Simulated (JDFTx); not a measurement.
# BP (F-43m) in JDFTx: further runs

Aim: see how the results for BP move with the level of theory and the settings. Levels: PBEsol, r2SCAN, BJ06, BLYP, GLLB-SC. Tasks: band structure, single point.

Everything below comes from runs of JDFTx 1.7.0 (patched build). Logs are shortened: lines on timing, memory, paths and dates and some standing lists are left out, and cuts for length are marked. The log counts tension as positive stress, the text compression.

## Step 1: The crystal as given

Symmetry: F-43m, No. 216, cubic system. Conventional cell: a = 4.538 Å, b = 4.538 Å, c = 4.538 Å, α = 90.00°, β = 90.00°, γ = 90.00°. Around P (site symmetry -43m) lie 4 B at 1.97 Å. B (site symmetry -43m) has 4 P at 1.97 Å as nearest neighbours.

## Step 2: Band structure, PBEsol

File bands.in:

```
lattice Face-Centered Cubic 8.5755771536
coords-type Lattice
ion P      0.7500000000     0.7500000000     0.7500000000 1
ion B      0.0000000000     0.0000000000     0.0000000000 1

ion-species pseudo/P.upf
ion-species pseudo/B.upf
elec-cutoff 38 304
elec-ex-corr gga-PBEsol
elec-smearing Fermi 0.0018374661
elec-n-bands 9
electronic-minimize nIterations 30 energyDiffThreshold 1e-06
davidson-band-ratio 1.3
forces-output-coords Cartesian
include path.kpoints
symmetries none
fix-electron-density run.$VAR

dump-name bands.$VAR
dump End Ecomponents EigStats BandEigs Kpoints Forces
```

File path.kpoints:

```
kpoint +0.0000000000 +0.0000000000 +0.0000000000 0.020000000000
kpoint +0.0714285714 +0.0000000000 +0.0714285714 0.020000000000
kpoint +0.1428571429 +0.0000000000 +0.1428571429 0.020000000000
kpoint +0.2142857143 +0.0000000000 +0.2142857143 0.020000000000
kpoint +0.2857142857 +0.0000000000 +0.2857142857 0.020000000000
kpoint +0.3571428571 +0.0000000000 +0.3571428571 0.020000000000
kpoint +0.4285714286 +0.0000000000 +0.4285714286 0.020000000000
kpoint +0.5000000000 +0.0000000000 +0.5000000000 0.020000000000
kpoint +0.5000000000 +0.0833333333 +0.5833333333 0.020000000000
kpoint +0.5000000000 +0.1666666667 +0.6666666667 0.020000000000
kpoint +0.5000000000 +0.2500000000 +0.7500000000 0.020000000000
kpoint +0.4375000000 +0.3125000000 +0.7500000000 0.020000000000
kpoint +0.3750000000 +0.3750000000 +0.7500000000 0.020000000000
kpoint +0.3281250000 +0.3281250000 +0.6562500000 0.020000000000
kpoint +0.2812500000 +0.2812500000 +0.5625000000 0.020000000000
kpoint +0.2343750000 +0.2343750000 +0.4687500000 0.020000000000
kpoint +0.1875000000 +0.1875000000 +0.3750000000 0.020000000000
kpoint +0.1406250000 +0.1406250000 +0.2812500000 0.020000000000
kpoint +0.0937500000 +0.0937500000 +0.1875000000 0.020000000000
kpoint +0.0468750000 +0.0468750000 +0.0937500000 0.020000000000
kpoint +0.0000000000 +0.0000000000 +0.0000000000 0.020000000000
kpoint +0.0833333333 +0.0833333333 +0.0833333333 0.020000000000
kpoint +0.1666666667 +0.1666666667 +0.1666666667 0.020000000000
kpoint +0.2500000000 +0.2500000000 +0.2500000000 0.020000000000
kpoint +0.3333333333 +0.3333333333 +0.3333333333 0.020000000000
kpoint +0.4166666667 +0.4166666667 +0.4166666667 0.020000000000
kpoint +0.5000000000 +0.5000000000 +0.5000000000 0.020000000000
kpoint +0.5250000000 +0.4500000000 +0.5250000000 0.020000000000
kpoint +0.5500000000 +0.4000000000 +0.5500000000 0.020000000000
kpoint +0.5750000000 +0.3500000000 +0.5750000000 0.020000000000
kpoint +0.6000000000 +0.3000000000 +0.6000000000 0.020000000000
kpoint +0.6250000000 +0.2500000000 +0.6250000000 0.020000000000
kpoint +0.5625000000 +0.2500000000 +0.6875000000 0.020000000000
kpoint +0.5000000000 +0.2500000000 +0.7500000000 0.020000000000
kpoint +0.5000000000 +0.2916666667 +0.7083333333 0.020000000000
kpoint +0.5000000000 +0.3333333333 +0.6666666667 0.020000000000
kpoint +0.5000000000 +0.3750000000 +0.6250000000 0.020000000000
kpoint +0.5000000000 +0.4166666667 +0.5833333333 0.020000000000
kpoint +0.5000000000 +0.4583333333 +0.5416666667 0.020000000000
kpoint +0.5000000000 +0.5000000000 +0.5000000000 0.020000000000
kpoint +0.4791666667 +0.4791666667 +0.5416666667 0.020000000000
kpoint +0.4583333333 +0.4583333333 +0.5833333333 0.020000000000
kpoint +0.4375000000 +0.4375000000 +0.6250000000 0.020000000000
kpoint +0.4166666667 +0.4166666667 +0.6666666667 0.020000000000
kpoint +0.3958333333 +0.3958333333 +0.7083333333 0.020000000000
kpoint +0.3750000000 +0.3750000000 +0.7500000000 0.020000000000
kpoint +0.6250000000 +0.2500000000 +0.6250000000 0.020000000000
kpoint +0.5833333333 +0.1666666667 +0.5833333333 0.020000000000
kpoint +0.5416666667 +0.0833333333 +0.5416666667 0.020000000000
kpoint +0.5000000000 +0.0000000000 +0.5000000000 0.020000000000
```

Potentials or basis: PseudoDojo-SR-PBEsol-0.4.1-standard.

Run with:

```bash
$ jdftx -c 1 -i bands.in -o bands.out
```

Output:

```text
*************** JDFTx 1.7.0 (patched build) ***************

Input parsed successfully to the following command list (including defaults):
[... the input with its defaults ...]

---------- Initializing the Grid ----------
R =
[            0      4.28779      4.28779  ]
[      4.28779            0      4.28779  ]
[      4.28779      4.28779            0  ]
unit cell volume = 157.663
G =
[  -0.732684   0.732684   0.732684  ]
[   0.732684  -0.732684   0.732684  ]
[   0.732684   0.732684  -0.732684  ]
Minimum fftbox size, Smin = [  48  48  48  ]
Chosen fftbox size, S = [  48  48  48  ]

---------- Initializing tighter grid for wavefunction operations ----------
R =
[            0      4.28779      4.28779  ]
[      4.28779            0      4.28779  ]
[      4.28779      4.28779            0  ]
unit cell volume = 157.663
G =
[  -0.732684   0.732684   0.732684  ]
[   0.732684  -0.732684   0.732684  ]
[   0.732684   0.732684  -0.732684  ]
Minimum fftbox size, Smin = [  36  36  36  ]
Chosen fftbox size, S = [  36  36  36  ]

---------- Exchange Correlation functional ----------
Initalized PBEsol GGA exchange.
Initalized PBEsol GGA correlation.

---------- Setting up pseudopotentials ----------
Width of ionic core gaussian charges (only for fluid interactions / plotting) set to 0

Reading pseudopotential file 'pseudo/P.upf':
  'P' pseudopotential, 'PBESOL' functional
  Generated using ONCVPSP code by D. R. Hamann
  5 valence electrons, 2 orbitals, 6 projectors, 1001 radial grid points, with lMax = 2
    3S    l: 0   occupation:  2.0   eigenvalue: -0.511448
    3P    l: 1   occupation:  3.0   eigenvalue: -0.201377
  Core radius for overlap checks: 1.66 bohrs.

Reading pseudopotential file 'pseudo/B.upf':
  'B' pseudopotential, 'PBESOL' functional
  Generated using ONCVPSP code by D. R. Hamann
  3 valence electrons, 2 orbitals, 4 projectors, 1001 radial grid points, with lMax = 1
    2S    l: 0   occupation:  2.0   eigenvalue: -0.344017
    2P    l: 1   occupation:  1.0   eigenvalue: -0.130657
  Core radius for overlap checks: 1.18 bohrs.

Initialized 2 species with 2 total atoms.

Folded 50 k-points by 1x1x1 to 50 k-points.

---------- Setting up k-points, bands, fillings ----------
No reducable k-points.
Computing the number of bands and number of electrons
Calculating initial fillings.
nElectrons:   8.000000   nBands: 9   nStates: 50

----- Setting up reduced wavefunction bases (one per k-point) -----
average nbasis = 1764.720 , ideal nbasis = 1764.004

---------- Setting up ewald sum ----------
Optimum gaussian width for ewald sums = 1.947439 bohr.
Real space sum over 1331 unit cells with max indices [  5  5  5  ]
Reciprocal space sum over 2197 terms with max indices [  6  6  6  ]

---------- Allocating electronic variables ----------
Reading n from file 'run.n' ... done
Initializing wave functions:  linear combination of atomic orbitals
Note: number of bands (9) exceeds available atomic orbitals (8)

----------- Band structure minimization -------------
Minimization will be done independently for each quantum number.

---- Minimization of quantum number:     0  [ +0.0000000 +0.0000000 +0.0000000 ]  0.040000000 ----
BandDavidson: Iter:   0  Eband: +0.179788526215261
BandDavidson: Iter:   1  Eband: +0.145944709451376  dEband: -3.384382e-02
BandDavidson: Iter:   2  Eband: +0.142150210473546  dEband: -3.794499e-03
BandDavidson: Iter:   3  Eband: +0.141371410397260  dEband: -7.788001e-04
[... 871 lines of inner loops ...]
BandDavidson: Iter:  10  Eband: +0.143033920426469  dEband: -1.783978e-06
BandDavidson: Iter:  11  Eband: +0.143032932953987  dEband: -9.874725e-07
BandDavidson: Converged (dEband<1.000000e-06)
	FillingsUpdate:  mu: +0.360505369  nElectrons: 8.000000

Dumping 'bands.eigStats' ...
	eMin: -0.231152 at state 20 ( [ +0.000000 +0.000000 +0.000000 ] spin 0 )
	HOMO: +0.338299 at state 0 ( [ +0.000000 +0.000000 +0.000000 ] spin 0 )
	mu  : +0.360505
	LUMO: +0.380073 at state 6 ( [ +0.428571 +0.000000 +0.428571 ] spin 0 )
	eMax: +0.894285 at state 49 ( [ +0.500000 +0.000000 +0.500000 ] spin 0 )
	HOMO-LUMO gap: +0.041774
	Optical gap  : +0.123478 at state 0 ( [ +0.000000 +0.000000 +0.000000 ] spin 0 )
Done!
[note: mu, HOMO and LUMO in a band run belong to the points of the path alone and aren't those of the crystal]
```

Wall time 16 s (1 thread of Intel Xeon Platinum 8259CL at 2.50GHz (Skylake/Cascade Lake), shared host); peak memory 0.08 GiB.

What came out:

```yaml
Band_gap_along_the_path: 1.14 eV, indirect (least direct gap 3.36 eV)
```

Levels at the corners of the path, in eV from the valence-band top:
```csv
point,band 1,band 2,band 3,band 4,band 5
Γ,-15.50,0.00,0.00,0.00,3.36
X,-10.62,-8.59,-4.14,-4.14,1.23
W,-10.34,-8.05,-5.74,-5.53,5.24
K,-10.62,-8.17,-6.29,-3.53,2.04
Γ,-15.50,0.00,0.00,0.00,3.36
L,-12.15,-9.09,-1.76,-1.76,3.72
U,-10.62,-8.17,-6.29,-3.53,2.04
W,-10.34,-8.05,-5.74,-5.53,5.24
L,-12.15,-9.09,-1.76,-1.76,3.72
K,-10.62,-8.17,-6.29,-3.53,2.04
U,-10.62,-8.17,-6.29,-3.53,2.04
X,-10.62,-8.59,-4.14,-4.14,1.23
```

## Step 3: Band structure, r2SCAN

bands.in, as its differences from that of step 2:

```diff
@@ -7,4 +7,4 @@
 ion-species pseudo/B.upf
-elec-cutoff 38 304
-elec-ex-corr gga-PBEsol
+elec-cutoff 40 320
+elec-ex-corr mgga-x-r2scan mgga-c-r2scan
 elec-smearing Fermi 0.0018374661
```

path.kpoints is that of step 2.

Potentials or basis: SG15-PBE-1.2.

Run with:

```bash
$ jdftx -c 1 -i bands.in -o bands.out
```

Output:

```text
*************** JDFTx 1.7.0 (patched build) ***************

Input parsed successfully to the following command list (including defaults):
[... the input with its defaults ...]

---------- Initializing the Grid ----------
R =
[            0      4.28779      4.28779  ]
[      4.28779            0      4.28779  ]
[      4.28779      4.28779            0  ]
unit cell volume = 157.663
G =
[  -0.732684   0.732684   0.732684  ]
[   0.732684  -0.732684   0.732684  ]
[   0.732684   0.732684  -0.732684  ]
Minimum fftbox size, Smin = [  52  52  52  ]
Chosen fftbox size, S = [  54  54  54  ]

---------- Initializing tighter grid for wavefunction operations ----------
R =
[            0      4.28779      4.28779  ]
[      4.28779            0      4.28779  ]
[      4.28779      4.28779            0  ]
unit cell volume = 157.663
G =
[  -0.732684   0.732684   0.732684  ]
[   0.732684  -0.732684   0.732684  ]
[   0.732684   0.732684  -0.732684  ]
[... 29 lines left out ...]
Calculating initial fillings.
nElectrons:   8.000000   nBands: 9   nStates: 50

----- Setting up reduced wavefunction bases (one per k-point) -----
average nbasis = 1904.120 , ideal nbasis = 1905.084

---------- Setting up ewald sum ----------
Optimum gaussian width for ewald sums = 1.947439 bohr.
Real space sum over 1331 unit cells with max indices [  5  5  5  ]
Reciprocal space sum over 2197 terms with max indices [  6  6  6  ]

---------- Allocating electronic variables ----------
Reading n from file 'run.n' ... done
Reading tau from file 'run.tau' ... done
Initializing wave functions:  (No orbitals for LCAO)  bandwidth-limited random numbers

----------- Band structure minimization -------------
Minimization will be done independently for each quantum number.

---- Minimization of quantum number:     0  [ +0.0000000 +0.0000000 +0.0000000 ]  0.040000000 ----
BandDavidson: Iter:   0  Eband: +0.226192805455866
BandDavidson: Iter:   1  Eband: +0.156709708908167  dEband: -6.948310e-02
BandDavidson: Iter:   2  Eband: +0.145247763378007  dEband: -1.146195e-02
BandDavidson: Iter:   3  Eband: +0.143457514096475  dEband: -1.790249e-03
[... 781 lines of inner loops ...]
BandDavidson: Iter:  17  Eband: +0.145857238011137  dEband: -1.034763e-06
BandDavidson: Iter:  18  Eband: +0.145856494347500  dEband: -7.436636e-07
BandDavidson: Converged (dEband<1.000000e-06)
	FillingsUpdate:  mu: +0.365609557  nElectrons: 8.000000

Dumping 'bands.eigStats' ...
	eMin: -0.263538 at state 20 ( [ +0.000000 +0.000000 +0.000000 ] spin 0 )
	HOMO: +0.338334 at state 0 ( [ +0.000000 +0.000000 +0.000000 ] spin 0 )
	mu  : +0.365610
	LUMO: +0.390316 at state 6 ( [ +0.428571 +0.000000 +0.428571 ] spin 0 )
	eMax: +0.936517 at state 49 ( [ +0.500000 +0.000000 +0.500000 ] spin 0 )
	HOMO-LUMO gap: +0.051983
	Optical gap  : +0.131912 at state 0 ( [ +0.000000 +0.000000 +0.000000 ] spin 0 )
Done!
[note: mu, HOMO and LUMO in a band run belong to the points of the path alone and aren't those of the crystal]
```

It took 40 s on 1 thread of Intel Xeon Platinum 8259CL at 2.50GHz (Skylake/Cascade Lake), shared host; peak memory 0.08 GiB.

What came out:

```yaml
Band_gap_along_the_path: 1.41 eV, indirect (least direct gap 3.59 eV)
```

Levels at the corners of the path, in eV from the valence-band top:
```
point  band 1  band 2  band 3  band 4  band 5  band 6  band 7
    Γ  -16.38    0.00    0.00    0.00    3.59    3.59    3.59
    X  -11.24   -9.21   -4.38   -4.38    1.51    1.88   12.96
    W  -10.97   -8.71   -5.96   -5.75    5.81    7.22    7.71
    K  -11.27   -8.78   -6.53   -3.74    2.38    6.43   10.37
    Γ  -16.38    0.00    0.00    0.00    3.59    3.59    3.59
    L  -12.90   -9.56   -1.89   -1.89    3.98    5.03    5.03
    U  -11.27   -8.78   -6.53   -3.74    2.38    6.43   10.37
    W  -10.97   -8.71   -5.96   -5.75    5.81    7.22    7.71
    L  -12.90   -9.56   -1.89   -1.89    3.98    5.03    5.03
    K  -11.27   -8.78   -6.53   -3.74    2.38    6.43   10.37
    U  -11.27   -8.78   -6.53   -3.74    2.38    6.43   10.37
    X  -11.24   -9.21   -4.38   -4.38    1.51    1.88   12.96
```

## Step 4: Band structure, BJ06

bands.in, as its differences from that of step 3:

```diff
@@ -1,2 +1,5 @@
-lattice Face-Centered Cubic 8.5755771536
+lattice \
+    0.0000000000     4.2877885768     4.2877885768 \
+    4.2877885768     0.0000000000     4.2877885768 \
+    4.2877885768     4.2877885768     0.0000000000
 coords-type Lattice
@@ -8,3 +11,3 @@
 elec-cutoff 40 320
-elec-ex-corr mgga-x-r2scan mgga-c-r2scan
+elec-ex-corr mgga-x-bj06 lda-c-pw
 elec-smearing Fermi 0.0018374661
```

path.kpoints is that of step 3.

Run with:

```bash
$ jdftx -c 1 -i bands.in -o bands.out
```

It took 38 s on 1 thread of Intel Xeon Platinum 8259CL at 2.50GHz (Skylake/Cascade Lake), shared host; peak memory 0.1 GiB.

The run converged. Its results:

- Band gap along the path: 1.46 eV, indirect (least direct gap 3.80 eV)

Levels at the corners of the path, in eV from the valence-band top:
```
point  band 2  band 3  band 4  band 5  band 6  band 7
    Γ    0.00    0.00    0.00    3.80    3.80    3.80
    X   -8.61   -4.08   -4.08    1.54    1.83   13.07
    W   -8.09   -5.63   -5.45    5.56    6.78    7.84
    K   -8.19   -6.19   -3.46    2.36    6.24   10.41
    Γ    0.00    0.00    0.00    3.80    3.80    3.80
    L   -9.04   -1.72   -1.72    4.21    4.99    4.99
    U   -8.19   -6.19   -3.46    2.36    6.24   10.41
    W   -8.09   -5.63   -5.45    5.56    6.78    7.84
    L   -9.04   -1.72   -1.72    4.21    4.99    4.99
    K   -8.19   -6.19   -3.46    2.36    6.24   10.41
    U   -8.19   -6.19   -3.46    2.36    6.24   10.41
    X   -8.61   -4.08   -4.08    1.54    1.83   13.07
```

Caveat: a model potential gives levels but no total energy.

(Continued in part 2 of 2.)
